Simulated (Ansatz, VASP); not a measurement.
# BN in VASP and in Ansatz

```
B N
1.0
     2.55394    0.00000    0.00000
    -1.27697    2.21178    0.00000
     0.00000    0.00000    4.22685
B N
2 2
Direct
  0.66667 0.33333 0.99972
  0.33333 0.66667 0.49972
  0.66667 0.33333 0.67851
  0.33333 0.66667 0.17851
```

Change from the starting cell: all N atoms moved +0.225 Å, as atom 3 along Cartesian [0 0 1].

Alike in both runs: task single point; functional r2SCAN; k mesh 12 × 12 × 6; occupations gaussian, width 0.05 eV; no spin polarisation.

```csv
,VASP,Ansatz
version,VASP 6.6.1,Ansatz 0.2.0
potentials or method,"VASP PAW PBE potentials, release 64 (B, N)","scalar-relativistic, plane waves, PAW"
plane-wave cutoff (eV),520,500
valence electrons in the cell,16,16
```

|  | VASP | Ansatz | Ansatz less VASP |
| --- | --- | --- | --- |
| gap on the k mesh at the Fermi level (eV) | 2.27 | 2.28 | +0.012 |
| least direct gap on the mesh (eV) | 6.66 | 6.67 | +0.006 |
| pressure (GPa) | 13.7 | 12.9 | -0.72 |
| largest component of the traceless stress (GPa) | 21.69 | 21.48 | -0.209 |
| rms of the force components (eV/Å) | 4.511 | 4.521 | +0.0105 |

Atom by atom the forces differ by 0.010 eV/Å (rms over components). The functional is the same, so the differences come from potentials, cutoffs and numerics.

Caveats: the PAW data sets were made with another functional, which shifts forces and pressure a little (VASP). A k mesh can miss the band edges.
